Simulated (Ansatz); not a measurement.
Molecular dynamics on a 2×2×2 supercell (16 atoms) of CaS (rocksalt), relaxed with r2SCAN. Forces come from PBE in the plane-wave code Ansatz: a Nosé-Hoover thermostat at fixed volume, 300 K, steps of 2 fs. Computed, non-magnetic; the trajectory is short and the cell small, so nothing here is a converged average.

```yaml
crystal:
  lattice:
    - [0.0, 5.6958902061, 5.6958902061]
    - [5.6958902061, 0.0, 5.6958902061]
    - [5.6958902061, 5.6958902061, 0.0]
  atoms:
    - { symbol: Ca, position: [0.0, 0.0, 0.0] }
    - { symbol: S, position: [0.25, 0.25, 0.25] }
    - { symbol: Ca, position: [0.0, 0.0, 0.5] }
    - { symbol: S, position: [0.25, 0.25, 0.75] }
    - { symbol: Ca, position: [0.0, 0.5, 0.0] }
    - { symbol: S, position: [0.25, 0.75, 0.25] }
    - { symbol: Ca, position: [0.0, 0.5, 0.5] }
    - { symbol: S, position: [0.25, 0.75, 0.75] }
    - { symbol: Ca, position: [0.5, 0.0, 0.0] }
    - { symbol: S, position: [0.75, 0.25, 0.25] }
    - { symbol: Ca, position: [0.5, 0.0, 0.5] }
    - { symbol: S, position: [0.75, 0.25, 0.75] }
    - { symbol: Ca, position: [0.5, 0.5, 0.0] }
    - { symbol: S, position: [0.75, 0.75, 0.25] }
    - { symbol: Ca, position: [0.5, 0.5, 0.5] }
    - { symbol: S, position: [0.75, 0.75, 0.75] }
kpoints:
  mp_grid: { grid: [2, 2, 2] }
hamiltonian:
  xc: pbe
scf:
  occupations: { method: fermi_dirac, width: 0.026 }
md:
  ensemble: nvt_nose_hoover
  temperature: 300
  timestep: 2.0
  n_steps: 40
  initial_velocities: maxwell_boltzmann
  seed: 7575
```

Run as `ansatz run input.yaml --threads 4 --pin off --max-ram 3686MiB --backend cpu --events-out ev --progress --plain --runs-dir out`. It took 90 s on 4 threads of Arm Neoverse V1, on a shared host; peak host memory 1.1 GiB.

```
step  t (fs)  T (K)  free energy F from step 0 (meV/atom)  kinetic energy (meV/atom)  largest force (eV/Å)
   0       0    300                                   0.0                       36.4                  0.00
   1       2    298                                   0.2                       36.1                  0.09
   2       4    292                                   1.0                       35.4                  0.18
   3       6    282                                   2.1                       34.2                  0.28
   4       8    269                                   3.7                       32.6                  0.37
   5      10    253                                   5.7                       30.6                  0.47
   6      12    234                                   8.1                       28.3                  0.57
   7      14    213                                  10.7                       25.8                  0.67
   8      16    190                                  13.4                       23.0                  0.76
   9      18    166                                  16.3                       20.2                  0.85
  10      20    143                                  19.2                       17.3                  0.93
  11      22    120                                  22.0                       14.6                  1.00
  12      24     99                                  24.6                       12.0                  1.07
  13      26     79                                  27.0                        9.6                  1.12
  14      28     63                                  29.0                        7.6                  1.16
  15      30     49                                  30.7                        6.0                  1.18
  16      32     39                                  31.9                        4.8                  1.19
  17      34     33                                  32.7                        4.0                  1.18
  18      36     31                                  33.0                        3.7                  1.16
  19      38     32                                  32.9                        3.9                  1.13
  20      40     37                                  32.3                        4.5                  1.08
  21      42     45                                  31.3                        5.5                  1.02
  22      44     57                                  30.0                        6.9                  0.95
  23      46     70                                  28.4                        8.5                  0.88
  24      48     86                                  26.7                       10.4                  0.80
  25      50    102                                  24.8                       12.4                  0.75
  26      52    120                                  22.8                       14.5                  0.72
  27      54    138                                  20.8                       16.7                  0.68
  28      56    155                                  18.9                       18.8                  0.65
  29      58    172                                  17.2                       20.8                  0.62
  30      60    187                                  15.6                       22.7                  0.60
  31      62    201                                  14.3                       24.3                  0.59
  32      64    213                                  13.2                       25.8                  0.58
  33      66    222                                  12.4                       26.9                  0.58
  34      68    230                                  11.8                       27.8                  0.59
  35      70    235                                  11.6                       28.4                  0.61
  36      72    237                                  11.7                       28.8                  0.63
  37      74    238                                  12.0                       28.8                  0.66
  38      76    236                                  12.6                       28.6                  0.69
  39      78    233                                  13.4                       28.2                  0.72
  40      80    228                                  14.4                       27.6                  0.74
```

The temperature starts at 300 K, is lowest at step 18 (31 K, 36 fs) and ends at 228 K. The thermostat hasn't had time to restore it. The atoms start on their lattice sites with kinetic energy alone, so much of it first passes into potential energy. By the last step the atoms have moved 0.08 Å in the root mean square, the drift of the whole cell taken out, 0.12 Å at most.

Positions (Å) and forces (eV/Å) at step 40:
```
Ca   0.110  -0.025  -0.006    -0.477   0.116  -0.179
S    2.863   2.877   2.806    -0.310  -0.091   0.114
Ca   2.817   2.813  -0.054     0.066   0.160   0.191
S    5.698   5.714   2.881    -0.167   0.087  -0.216
Ca   2.740   0.035   2.861     0.739  -0.046   0.073
S    5.683   2.835   5.668     0.147  -0.026   0.266
Ca   5.676   2.899   2.809    -0.071  -0.307   0.203
S    8.530   5.663   5.719     0.225   0.037  -0.113
Ca  -0.039   2.807   2.931     0.083   0.530  -0.376
S    2.906   5.643   5.713    -0.155   0.218  -0.083
Ca   2.873   5.686   2.854    -0.363   0.047  -0.134
S    5.734   8.514   5.735    -0.155   0.176  -0.345
Ca   2.902   2.835   5.697    -0.093  -0.163  -0.079
S    5.672   5.814   8.562     0.038  -0.605   0.008
Ca   5.723   5.694   5.671     0.012  -0.114   0.495
S    8.457   8.558   8.508     0.481  -0.019   0.174
```
